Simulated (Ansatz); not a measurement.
# Sr: the cost of one run

Method: DFT PBE, scalar-relativistic, plane waves, PAW, in Ansatz 0.2.0.

## 1. The starting structure

The structure is monoclinic, space group C2/m (No. 12). Conventional cell: a = 7.487 Å, b = 4.327 Å, c = 10.877 Å, α = 90.00°, β = 103.42°, γ = 90.00°. Sr (site symmetry 2/m) is surrounded by 12 Sr at 4.32 to 4.33 Å. Sr (site symmetry m) has 12 Sr at 4.32 to 4.33 Å as nearest neighbours.

Cell or atoms stand a little off a more symmetric structure (R-3m at a tolerance of 0.3 Å), so results at this geometry aren't those of that ideal crystal.

Structure file:

```
CELL_PARAMETERS angstrom
3.74374 -2.16363 0.00000
3.74374 2.16363 0.00000
-2.52493 0.00000 10.58015
ATOMIC_POSITIONS crystal
Sr 0.00000 0.00000 0.50000
Sr 0.22234 0.22234 0.16667
Sr 0.77766 0.77766 0.83333
```

This is candidate A: structure listed in a database for this formula (C2/m, No. 12).

(A quick probe on a coarse mesh, which set the mesh and smearing, is not shown.)

## 3. Full relaxation (candidate A)

Input file input.yaml:

```yaml
crystal:
  lattice:
    - [3.7437411953, -2.1636345507, 0.0]
    - [3.7437411953, 2.1636345507, 0.0]
    - [-2.5249313947, 0.0, 10.5801523658]
  atoms:
    - { symbol: Sr, position: [0.0, 0.0, 0.5] }
    - { symbol: Sr, position: [0.22234435, 0.22234435, 0.16667078] }
    - { symbol: Sr, position: [0.77765565, 0.77765565, 0.83332922] }
basis:
  ecutwfc: 420
kpoints:
  mp_grid: { grid: [12, 12, 6] }
hamiltonian:
  xc: pbe
scf:
  occupations: { method: gaussian, width: 0.1 }
output:
  forces: true
  stress: true
  eigenvalues: true
relax:
  adjacent_minimum: "off"
  f_tol: 0.01
  max_steps: 80
  cell: { stress_tol: 0.05 }
```

Q: Estimate wall time and peak memory on 1 thread of an x86-64 CPU, shared host.

About 2.3 min, with a peak of 1 GiB.
